Frozen optical mode of diamond-type Ge (2-atom cell, cubic a = 5.761 Å, held fixed), from Ansatz 0.2.0: PBE, plane-wave PAW, scalar-relativistic, no spin polarisation, cutoff 420 eV, 18×18×18 k mesh, Gaussian smearing 0.15 eV. Energies are free energies relative to the undisturbed crystal; the force along the mode adds both atoms' contributions; pressure is positive in compression.

```
amplitude (Å of the largest displacement)  energy change (meV a cell)  force along mode (eV/Å)  pressure (GPa)
                                     -0.2                       738.6                    6.719            4.22
                                     -0.1                       197.9                    3.872            1.18
                                        0                         0.0                    0.000            0.01
                                    0.025                        12.5                   -1.004            0.09
                                     0.05                        50.1                   -2.001            0.32
                                    0.075                       112.3                   -2.964            0.68
                                    0.125                       305.3                   -4.708            1.78
                                     0.15                       432.6                   -5.462            2.49
                                    0.175                       577.7                   -6.135            3.29
```

No row breaks the pattern. The energy of the frozen mode rises smoothly from the undisturbed crystal, and the rows at −0.2 and −0.1 Å fit into the sequence of positive amplitudes once the sign is dropped. What fails, and fails gradually, is the parabola: the mode is a spring that weakens as it is stretched. The output behind the derived numbers is printed after the text.

**Why the two signs agree**

The two atoms of the cell move in opposite directions along one edge of the cube. Each atom approaches two of its four neighbours and leaves the other two. At an amplitude of 0.2 Å, bonds of 2.495 Å have become two of 2.287 Å and two of 2.745 Å. Reversing the motion exchanges the short pair and the long pair, and a quarter turn combined with a reflection carries one distorted crystal into the other. The energy therefore contains only even powers of the amplitude.

The sign does show in the shear stress of the same calculations, which is −11.5 GPa at −0.2 Å and +9.8 GPa at 0.175 Å. The pressure hides this reversal, because it averages only the stresses along the three axes. It too follows one curve for both signs: its rise divided by the squared amplitude falls at every step, from about 128 GPa/Å$^2$ at 0.025 Å to 105.2 GPa/Å$^2$ at 0.2 Å. The cell was held fixed, so this shear is not relieved. That is the right condition for an optical vibration in which all cells move alike, but not for a crystal free to change its shape. The undisturbed crystal has space group Fd-3m; the displaced ones have the lower symmetry Imma.

**A test for a stray row**

Energy and force are printed separately, and each can be used to check the other. The force along the mode, which is twice the force on one atom because both atoms move, was summed over the path to give the work done against it. In each of four successive stretches from 0 to 0.2 Å, this work agrees with the rise in energy within 0.06 meV, about the rounding of the table. A row that had landed in another electronic state would normally spoil this agreement. The energies at the middle of each stretch do not enter this test, but divided by the squared amplitude they fall in line with the others, apart from the flat start near zero taken up below. The test would not reveal an error shared smoothly by all rows.

The smoothness has a plain physical reason. Over this range the bonds are bent, stretched and squeezed, but the electrons adapt continuously to the moving atoms. Nothing in the rows points to a level that changes its occupation abruptly, and the smearing helps to keep such changes gradual.

**How far the parabola holds**

For very small motion the force is proportional to the amplitude $x$, and the energy is $\tfrac12 Kx^2$. The row at 0.025 Å gives the stiffness $K = 1.004/0.025 \approx 40.2$ eV/Å$^2$. With this value the parabola is 1.4 % too high at an amplitude of 0.1 Å and 8 % too high at 0.2 Å, relative to the parabola itself. For small motion it is a good working rule; for large motion it overstates the cost. The stiffness itself is that of the calculation: PBE makes the lattice of germanium slightly too long and this mode too soft.

The force reveals the weakening sooner than the energy does. At 0.2 Å the ratio of force to amplitude is 16 % below its value at 0.025 Å, twice the loss seen in the energy. The reason is that energy is accumulated along the whole path, including the early part where the spring was still at full strength. If the first correction to the energy goes as $x^4$, the relative loss in force is exactly twice that in energy.

**Why the spring weakens**

The far end of the path, which no row reaches, shows why a weakening has to come at some point. Suppose the atoms keep moving in the same direction. Each then passes between the two neighbours it has been approaching, while its other two bonds are stretched and finally given up. On the far side two new neighbours wait, and with them the atom completes another perfect diamond crystal.

Halfway along this route, when each atom has moved one eighth of the cube edge, or 0.72 Å, the old pair behind and the new pair ahead are equally distant. A mirror plane then makes the force along the path vanish. A parabola knows no such point, since its force grows without end. The real force has to reach a maximum and return to zero, so the ratio of force to amplitude must fall somewhere on the way.

Symmetry alone does not say how early this fall begins, but the geometry of the bonds suggests an early start. As an atom moves towards its two near neighbours, the shortened bonds turn crosswise to the motion. More of their push is then directed sideways, where the two pushes cancel. This turning is expected roughly to offset the stiffening of a squeezed bond. The stretched bonds turn the other way, into the line of motion. Their pull should still grow over this range, but ever more slowly, and this loss of stiffness is the likely main source of the weakening. This account is an argument from bonding; the calculation does not divide the force among the bonds.

**One estimate in full**

The simplest curve with the right repeat distance is a single cosine. The crystal recovers its structure when each atom has moved a quarter of the cube edge, $5.761/4 = 1.440$ Å. The force therefore has the size

$$F = \frac{K}{q}\,\sin(qx), \qquad q = \frac{2\pi}{1.440\ \text{Å}} = 4.36\ \text{Å}^{-1}.$$

The stiffness comes from the row at 0.025 Å and the period from the lattice, so the row at 0.2 Å is a real test. There $qx = 0.873$ and $\sin(qx) = 0.766$, which gives $F = (40.16/4.363)\times 0.766 = 7.05$ eV/Å. The parabola gives $40.16\times 0.2 = 8.03$ eV/Å, and the table has 6.72 eV/Å. The cosine thus supplies about three quarters of the weakening.

For this row, the distance to the next equivalent crystal gives about the right size of the weakening. That supports the argument above without proving it, and it does not show that the true curve is a cosine. Near the halfway point the atoms are squeezed between close neighbours, and sharper variations of the energy are to be expected there. The estimate should not be used to read off the height of the barrier.

**A faint irregularity near zero**

The weakening does not start quite as a simple law would have it. With a lone $x^4$ correction, the ratio of force to amplitude would fall at a constant rate when plotted against $x^2$. Between 0.025 and 0.05 Å the rate is only about 75 eV/Å$^4$, with an uncertainty of up to 16 from rounding. It reaches 188 eV/Å$^4$ between 0.1 and 0.125 Å and then declines to 156 eV/Å$^4$ in the last interval.

The slow start is real in the computed numbers but tiny. Had the rate of the next interval, 160 eV/Å$^4$, also held in the first, the stiffness at 0.025 Å would be 0.4 % higher. Continued back from 0.1 Å at the peak rate, it would be about 0.8 % higher. The unrounded energy of that row, 0.012533 eV, lies just below half the product of force and amplitude. This hints that the spring stiffens very slightly before it starts to weaken. Energies extrapolated to zero smearing show the same flat beginning, so this correction does not remove it.

Its cause may lie in the electronic structure that PBE gives to germanium. The calculation finds no band gap in any row, whereas the real crystal has one of roughly 0.7 eV. The mode splits the highest valence levels at the centre of the Brillouin zone, just where filled and empty bands touch, and a finite mesh samples that small region coarsely. Partly filled levels that split apart are expected to lower the energy as electrons move into the lower ones, which would reduce the stiffness mainly while the splitting is no larger than the smearing. This is a guess, which runs with a finer mesh and less smearing would test.

**Where a break would appear**

A true break needs an abrupt event, such as a switch of occupations or a jump to another electronic state. The energy would then show a step or a kink, which the smearing would round off in the case of a level crossing, and the work summed from a few spaced forces would in general no longer match it across that interval. On this path the likeliest place is near 0.72 Å, where two bonds per atom are exchanged for two others. The largest amplitude in the table covers little more than a quarter of that distance.

A different kind of break appears if the direction is changed. Let the atoms move along a bond instead of along a cube edge. One sign then drives two bonded atoms together, while the other draws them apart and moves each towards the plane of its other three neighbours. These distortions are not equivalent, so the energies for the two signs would no longer fall on one curve. For a neighbouring case, the first question is therefore whether reversing the motion gives the same crystal; the second is how far away the next equivalent crystal lies.

Output of the analysis:

```
amplitudes of the displaced rows in the order used below (Å): -0.2, -0.1, 0.025, 0.05, 0.075, 0.125, 0.15, 0.175
force over amplitude (eV/Å2): 33.59, 38.72, 40.16, 40.02, 39.52, 37.66, 36.41, 35.06
energy over squared amplitude (eV/Å2): 18.46, 19.79, 20, 20.04, 19.96, 19.54, 19.23, 18.86
the same from energies extrapolated to zero smearing (eV/Å2): 18.5, 19.85, 20.04, 20.08, 20.01, 19.6, 19.28, 18.91
pressure rise over squared amplitude (GPa/Å2): 105.2, 117, 128, 124, 119.1, 113.3, 110.2, 107.1
yz stress over size of amplitude (GPa/Å): -57.61, -51.79, 49.84, 50.12, 50.79, 53.18, 54.75, 56.24
stiffness lost per squared amplitude from 0.025 to 0.05 Å (eV/Å4): 74.67
largest rounding error of that first rate (eV/Å4): 16
the same rate from 0.05 to 0.075 Å (eV/Å4): 160
the same rate from 0.075 to 0.1 Å (eV/Å4): 182.9
the same rate from 0.1 to 0.125 Å (eV/Å4): 187.7
the same rate from 0.125 to 0.15 Å (eV/Å4): 181.9
the same rate from 0.15 to 0.175 Å (eV/Å4): 166.9
the same rate from 0.175 to 0.2 Å (eV/Å4): 156
energy rise less work of the force from 0 to 0.05 Å (meV): -0.04167
energy rise less work of the force from 0.05 to 0.1 Å (meV): 0.05833
energy rise less work of the force from 0.1 to 0.15 Å (meV): -0.01667
energy rise less work of the force from 0.15 to 0.2 Å (meV): -0.008333
force over amplitude at 0.2 Å below that at 0.025 Å (percent): 16.35
energy at 0.2 Å below the parabola with the stiffness of the 0.025 Å row (percent): 8.043
long bond at 0.2 Å from the geometry (Å): 2.745
amplitude at which a mirror plane makes the force vanish (Å): 0.7201
loss of force over amplitude at 0.2 Å for the lowest cosine (percent): 12.21
loss of energy against the parabola at 0.2 Å for the lowest cosine (percent): 6.185
```
